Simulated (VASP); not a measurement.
# ZrSe2 in VASP: further runs

The runs below take ZrSe2 through band structure, phonons, with PBE+D3(BJ), r2SCAN.

All numbers are computed with VASP 6.6.1; they aren't measurements. Logs are shortened: lines on timing, memory, paths and dates and some standing lists are left out, and cuts for length are marked.

## (1) The structure

The cell holds a slab with vacuum, 9 atoms: a = 3.745 Å, b = 3.745 Å, c = 33.480 Å, α = 90.00°, β = 90.00°, γ = 120.00°.

## (2) Band structure, PBE+D3(BJ)

Input file INCAR:

```
ALGO = Normal
DIPOL = 0.5 0.5 0.500
EDIFF = 1E-6
ENCUT = 520
GGA = PE
IDIPOL = 3
ISIF = 2
ISMEAR = 0
IVDW = 12
KPAR = 4
LASPH = T
LCHARG = F
LDIPOL = T
LMAXMIX = 4
LREAL = F
LVACPOTAV = T
LVHAR = T
LWAVE = F
NBANDS = 46
NELM = 80
PREC = Accurate
SIGMA = 0.03
```

Input file KPOINTS:

```
k-points
0
Gamma
  9 9 1
```

Input file POSCAR:

```
ZrSe2                                   
1.0
    3.7445162178      0.0000000000      0.0000000000
   -1.8722581089      3.2428461661      0.0000000000
    0.0000000000      0.0000000000     33.4800000000
  Se              Zr            
     6     3
Direct
     0.6666666699999979    0.3333333300000021    0.2712238193367430
     0.3333333300000021    0.6666666699999979    0.3666923994899987
     0.6666666699999979    0.3333333300000021    0.4523173943975637
     0.3333333300000021    0.6666666699999979    0.5476826056024363
     0.6666666699999979    0.3333333300000021    0.6333076005100013
     0.3333333300000021    0.6666666699999979    0.7287761806632571
     0.0000000000000000    0.0000000000000000    0.3190118459504960
     0.0000000000000000    0.0000000000000000    0.5000000000000000
     0.0000000000000000    0.0000000000000000    0.6809881540495041
```

Input file KPOINTS_OPT:

```
explicit points
67
Reciprocal
 0.0000000000  0.0000000000  0.0000000000 1
 0.0357142900  0.0000000000  0.0000000000 1
 0.0714285700  0.0000000000  0.0000000000 1
 0.1071428600  0.0000000000  0.0000000000 1
 0.1428571400  0.0000000000  0.0000000000 1
 0.1785714300  0.0000000000  0.0000000000 1
 0.2142857100  0.0000000000  0.0000000000 1
 0.2500000000  0.0000000000  0.0000000000 1
 0.2857142900  0.0000000000  0.0000000000 1
 0.3214285700  0.0000000000  0.0000000000 1
 0.3571428600  0.0000000000  0.0000000000 1
 0.3928571400  0.0000000000  0.0000000000 1
 0.4285714300  0.0000000000  0.0000000000 1
 0.4642857100  0.0000000000  0.0000000000 1
 0.5000000000  0.0000000000  0.0000000000 1
 0.4791666700  0.0416666700  0.0000000000 1
 0.4583333300  0.0833333300  0.0000000000 1
 0.4375000000  0.1250000000  0.0000000000 1
 0.4166666700  0.1666666700  0.0000000000 1
 0.3958333300  0.2083333300  0.0000000000 1
 0.3750000000  0.2500000000  0.0000000000 1
 0.3541666700  0.2916666700  0.0000000000 1
 0.3333333300  0.3333333300  0.0000000000 1
 0.3137254900  0.3137254900  0.0000000000 1
 0.2941176500  0.2941176500  0.0000000000 1
 0.2745098000  0.2745098000  0.0000000000 1
 0.2549019600  0.2549019600  0.0000000000 1
 0.2352941200  0.2352941200  0.0000000000 1
 0.2156862700  0.2156862700  0.0000000000 1
 0.1960784300  0.1960784300  0.0000000000 1
 0.1764705900  0.1764705900  0.0000000000 1
 0.1568627500  0.1568627500  0.0000000000 1
 0.1372549000  0.1372549000  0.0000000000 1
 0.1176470600  0.1176470600  0.0000000000 1
 0.0980392200  0.0980392200  0.0000000000 1
 0.0784313700  0.0784313700  0.0000000000 1
 0.0588235300  0.0588235300  0.0000000000 1
 0.0392156900  0.0392156900  0.0000000000 1
 0.0196078400  0.0196078400  0.0000000000 1
 0.0000000000  0.0000000000  0.0000000000 1
 0.0000000000  0.0000000000  0.0000000000 1
 0.0072536500 -0.0036268200  0.0000000000 1
-0.0072536500  0.0036268200  0.0000000000 1
 0.0211564700 -0.0105782300  0.0000000000 1
-0.0211564700  0.0105782300  0.0000000000 1
 0.0000000000  0.0062818400  0.0000000000 1
-0.0000000000 -0.0062818400  0.0000000000 1
 0.0000000000  0.0183220400  0.0000000000 1
-0.0000000000 -0.0183220400  0.0000000000 1
 0.5000000000  0.0000000000  0.0000000000 1
 0.5072536500 -0.0036268200  0.0000000000 1
 0.4927463500  0.0036268200  0.0000000000 1
 0.5211564700 -0.0105782300  0.0000000000 1
 0.4788435300  0.0105782300  0.0000000000 1
 0.5000000000  0.0062818400  0.0000000000 1
 0.5000000000 -0.0062818400  0.0000000000 1
 0.5000000000  0.0183220400  0.0000000000 1
 0.5000000000 -0.0183220400  0.0000000000 1
 0.3333333300  0.3333333300  0.0000000000 1
 0.3405869800  0.3297065100  0.0000000000 1
 0.3260796800  0.3369601500  0.0000000000 1
 0.3544898000  0.3227551000  0.0000000000 1
 0.3121768600  0.3439115600  0.0000000000 1
 0.3333333300  0.3396151700  0.0000000000 1
 0.3333333300  0.3270514900  0.0000000000 1
 0.3333333300  0.3516553700  0.0000000000 1
 0.3333333300  0.3150112900  0.0000000000 1
```

Potentials or basis: VASP PAW PBE potentials, release 64 (Se, Zr_sv).

Command:

```bash
$ cat potpaw_PBE.64/Se/POTCAR potpaw_PBE.64/Zr_sv/POTCAR > POTCAR
$ mpirun -np 4 vasp_std > vasp.out
```

OUTCAR:

```text
EDIFF = 1E-6
   ENCUT = 520
   GGA = PE
   ISIF = 2
   ISMEAR = 0
   IVDW = 12
   LASPH = T
   LREAL = F
   NELM = 80
   PREC = Accurate
 IVDW          = 12

 ion  position               nearest neighbor table
   1  0.667  0.333  0.271-   7 2.69   7 2.69   7 2.69
   2  0.333  0.667  0.367-   7 2.69   7 2.69   7 2.69
   3  0.667  0.333  0.452-   8 2.69   8 2.69   8 2.69
   4  0.333  0.667  0.548-   8 2.69   8 2.69   8 2.69
   5  0.667  0.333  0.633-   9 2.69   9 2.69   9 2.69
   6  0.333  0.667  0.729-   9 2.69   9 2.69   9 2.69
   7  0.000  0.000  0.319-   2 2.69   2 2.69   2 2.69   1 2.69   1 2.69   1 2.69
   8  0.000  0.000  0.500-   3 2.69   4 2.69   4 2.69   3 2.69   3 2.69   4 2.69
   9  0.000  0.000  0.681-   5 2.69   5 2.69   5 2.69   6 2.69   6 2.69   6 2.69

  LATTYP: Found a hexagonal cell.
 ALAT       =     3.7445162178
 C/A-ratio  =     8.9410749086

  Lattice vectors:

 A1 = (   3.7445162178,   0.0000000000,   0.0000000000)
 A2 = (  -1.8722581089,   3.2428461661,   0.0000000000)
 A3 = (   0.0000000000,   0.0000000000,  33.4800000000)

Analysis of symmetry for initial positions (statically):
=====================================================================
 Subroutine PRICEL returns:
 Original cell was already a primitive cell.

 Routine SETGRP: Setting up the symmetry group for a
 hexagonal supercell.

 Subroutine GETGRP returns: Found 12 space group operations
 (whereof 12 operations were pure point group operations)
 out of a pool of 24 trial point group operations.

The static configuration has the point symmetry D_3d.

Analysis of symmetry for dynamics (positions and initial velocities):
=====================================================================
 Subroutine PRICEL returns:
 Original cell was already a primitive cell.

 Routine SETGRP: Setting up the symmetry group for a
 hexagonal supercell.

 Subroutine GETGRP returns: Found 12 space group operations
 (whereof 12 operations were pure point group operations)
 out of a pool of 24 trial point group operations.

The dynamic configuration has the point symmetry D_3d.

 Subroutine INISYM returns: Found 12 space group operations
 (whereof 12 operations are pure point group operations),
 and found     1 'primitive' translations

----------------------------------------------------------------------------------------

                                     Primitive cell

  volume of cell :     406.5440

  direct lattice vectors                    reciprocal lattice vectors
     3.744516218  0.000000000  0.000000000     0.267057196  0.154185544  0.000000000
    -1.872258109  3.242846166  0.000000000     0.000000000  0.308371088  0.000000000
     0.000000000  0.000000000 33.480000000     0.000000000  0.000000000  0.029868578

  length of vectors
     3.744516218  3.744516215 33.480000000     0.308371088  0.308371088  0.029868578

  position of ions in fractional coordinates (direct lattice)
     0.666666670  0.333333330  0.271223819
     0.333333330  0.666666670  0.366692399
     0.666666670  0.333333330  0.452317394
     0.333333330  0.666666670  0.547682606
     0.666666670  0.333333330  0.633307601
     0.333333330  0.666666670  0.728776181
     0.000000000  0.000000000  0.319011846
     0.000000000  0.000000000  0.500000000
     0.000000000  0.000000000  0.680988154

  ion indices of the primitive-cell ions
   primitive index   ion index
                 1           1
                 2           2
                 3           3
                 4           4
                 5           5
                 6           6
                 7           7
                 8           8
                 9           9

[... 25 lines left out ...]

 Following reciprocal coordinates:
            Coordinates               Weight
  0.000000  0.000000  0.000000      1.000000
  0.111111  0.000000  0.000000      6.000000
  0.222222  0.000000  0.000000      6.000000
  0.333333  0.000000  0.000000      6.000000
  0.444444  0.000000  0.000000      6.000000
  0.111111  0.111111  0.000000      6.000000
  0.222222  0.111111  0.000000     12.000000
  0.333333  0.111111  0.000000     12.000000
  0.444444  0.111111  0.000000      6.000000
  0.222222  0.222222  0.000000      6.000000
  0.333333  0.222222  0.000000     12.000000
  0.333333  0.333333  0.000000      2.000000
   k-points           NKPTS =     12   k-points in BZ     NKDIM =     12   number of bands    NBANDS=     46
   number of dos      NEDOS =    301   number of ions     NIONS =      9
   total plane-waves  NPLWV = 196000
   dimension x,y,z NGX =    28 NGY =   28 NGZ =  250
   dimension x,y,z NGXF=    56 NGYF=   56 NGZF=  500
   ions per type =               6   3
   NGX,Y,Z   is equivalent  to a cutoff of  12.43, 12.43, 12.41 a.u.
   NGXF,Y,Z  is equivalent  to a cutoff of  24.86, 24.86, 24.83 a.u.
 SYSTEM =  unknown system
   PREC   = accura    normal or accurate (medium, high low for compatibility)
   ISTART =      0    job   : 0-new  1-cont  2-samecut
   ICHARG =      2    charge: 1-file 2-atom 10-const
   ISPIN  =      1    spin polarized calculation?
   LNONCOLLINEAR =      F non collinear calculations
   LSORBIT =      F    spin-orbit coupling
   LASPH  =      T    aspherical Exc in radial PAW
   ENCUT  =  520.0 eV  38.22 Ry    6.18 a.u.   6.96  6.96 62.25*2*pi/ulx,y,z
   NELM   =     80;   NELMIN=  2; NELMDL= -5     # of ELM steps
   EDIFF  = 0.1E-05   stopping-criterion for ELM
   LREAL  =      F    real-space projection
   EDIFFG = 0.1E-04   stopping-criterion for IOM
   NSW    =      0    number of steps for IOM
   IBRION =     -1    ionic relax: 0-MD 1-quasi-New 2-CG
   NFREE  =      0    steps in history (QN), initial steepest desc. (CG)
   ISIF   =      2    stress and relaxation
   ISYM   =      2    0-nonsym 1-usesym 2-fastsym
   POTIM  = 0.5000    time-step for ionic-motion
   TEBEG  =    0.0;   TEEND  =   0.0 temperature during run
   PSTRESS=    0.0 pullay stress
   NELECT =      72.0000    total number of electrons
   NUPDOWN=      -1.0000    fix difference up-down
   EMIN   =  10.00;   EMAX   =-10.00  energy-range for DOS
   EFERMI =   0.00;   METHOD = LEGACY
   ISMEAR =     0;   SIGMA  =   0.03  broadening in eV -4-tet -1-fermi 0-gaus
   EFERMI_NEDOS =   21; number of points for ismear=-14 and -15
   IALGO  =     38    algorithm
   IMIX   =      4    mixing-type and parameters
     AMIX     =   0.40;   BMIX     =  1.00
     AMIX_MAG =   1.60;   BMIX_MAG =  1.00
  volume/ion in A,a.u.               =      45.17       304.83
  Fermi-wavevector in a.u.,A,eV,Ry     =   0.919355  1.737329 11.499825  0.845213
  Thomas-Fermi vector in A             =   2.044539
   LORBIT       =      0    0 simple, 1 ext, 2 COOP (PROOUT), +10 PAW based schemes
   GGA     = PE    functional components
   LHFCALC =     F    Hartree Fock is set to
   AEXX    =    0.0000 exact exchange contribution
   IVDW    =    12    specifies the selected vdW correction
   LEPSILON=     F    determine dielectric tensor
   LRPA    =     F    only Hartree local field effects (RPA)
 non-spin polarized calculation
 Gauss-broadening in eV      SIGMA  =   0.03
  energy-cutoff  :      520.00
  volume of cell :      406.54
 maximum number of plane-waves:     11011
 NGX is ok and might be reduce to    28
   NGX = 13   NGY = 13   NGZ =125

 dipolmoment           0.000000      0.000000     -0.000000 electrons x Angstroem

 number of electron      71.9999998 magnetization

 dipolmoment           0.000000      0.000000      0.000000 electrons x Angstroem

 Free energy of the ion-electron system (eV)
  ---------------------------------------------------
  ext. energy  EPLUGINS =         0.00000000
  ---------------------------------------------------
  free energy    TOTEN  =       -58.65398203 eV

  energy without entropy =      -58.65398203  energy(sigma->0) =      -58.65398203

 E-fermi :   0.2169     XC(G=0):  -5.6086

 val. band max:        0.0965035183   @ k =   0.0000   0.0000   0.0000
 cond. band min:       0.3416691237   @ k =   0.4444   0.0000   0.0000
 fundamental gap:      0.2451656054
 Fermi energy:         0.2169350553

 k-point     1 :       0.0000    0.0000    0.0000
  band No.  band energies     occupation
      1     -49.3737      2.00000
      2     -49.3705      2.00000
      3     -49.3705      2.00000
      4     -27.4292      2.00000
      5     -27.4225      2.00000
      6     -27.4225      2.00000
[... 577 lines left out ...]
     45       2.6423      0.00000
     46       4.2257      0.00000

------------------------ aborting loop because EDIFF is reached ----------------------------------------

 Edisp (eV)   -3.21801

 E8    (eV) :    -1.4797

  FORCE on cell =-STRESS in cart. coord.  units (eV):
  Direction    XX          YY          ZZ          XY          YZ          ZX
  --------------------------------------------------------------------------------------
  -------------------------------------------------------------------------------------
  Total       0.00084     0.00084    -0.11247    -0.00000     0.00000    -0.00000
  in kB       0.00331     0.00331    -0.44325    -0.00000     0.00000    -0.00000
  external pressure =       -0.15 kB  Pullay stress =        0.00 kB

 VOLUME and BASIS-vectors are now :
 -----------------------------------------------------------------------------
  energy-cutoff  :      520.00
  volume of cell :      406.54
      direct lattice vectors                 reciprocal lattice vectors
     3.744516218  0.000000000  0.000000000     0.267057196  0.154185544  0.000000000
    -1.872258109  3.242846166  0.000000000     0.000000000  0.308371088  0.000000000
     0.000000000  0.000000000 33.480000000     0.000000000  0.000000000  0.029868578

 POSITION                                       TOTAL-FORCE (eV/Angst)
 -----------------------------------------------------------------------------------
      1.87226      1.08095      9.08057        -0.000000      0.000000     -0.000859
     -0.00000      2.16190     12.27686         0.000000      0.000000      0.005120
      1.87226      1.08095     15.14359         0.000000     -0.000000     -0.001923
     -0.00000      2.16190     18.33641        -0.000000      0.000000      0.001923
      1.87226      1.08095     21.20314         0.000000     -0.000000     -0.005120
     -0.00000      2.16190     24.39943         0.000000     -0.000000      0.000859
      0.00000      0.00000     10.68052        -0.000000     -0.000000      0.003631
      0.00000      0.00000     16.74000        -0.000000      0.000000      0.000000
      0.00000      0.00000     22.79948        -0.000000      0.000000     -0.003631
 -----------------------------------------------------------------------------------
    total drift:                               -0.000000     -0.000000      0.000000

  FREE ENERGIE OF THE ION-ELECTRON SYSTEM (eV)
  ---------------------------------------------------
  free  energy   TOTEN  =       -61.8719906862 eV

  energy  without entropy=      -61.8719906861  energy(sigma->0) =      -61.87199069

 vacuum level on the upper side and lower side of the slab         5.578         5.578
```

Run time: 7 min. Hardware: 4 MPI ranks of Intel Xeon Platinum 8488C (Sapphire Rapids), shared host; peak memory 0.54 GiB.

Results:

```
Free energy                            : -61.8720 eV
Largest force                          : 0.005 eV/Å
Band gap on the k mesh                 : 0.25 eV, indirect (least direct gap 1.03 eV)
Band gap along the path                : 0.22 eV, indirect (least direct gap 1.03 eV)
Dispersion energy per atom             : -0.358 eV
Ionisation potential of the upper face : 5.48 eV
```

Forces on the atoms (eV/Å):
```
Se   0.000  0.000 -0.001
Se   0.000  0.000  0.005
Se   0.000  0.000 -0.002
Se   0.000  0.000  0.002
Se   0.000  0.000 -0.005
Se   0.000  0.000  0.001
Zr   0.000  0.000  0.004
Zr   0.000  0.000  0.000
Zr   0.000  0.000 -0.004
```

(Part 1 of 3 ends here.)
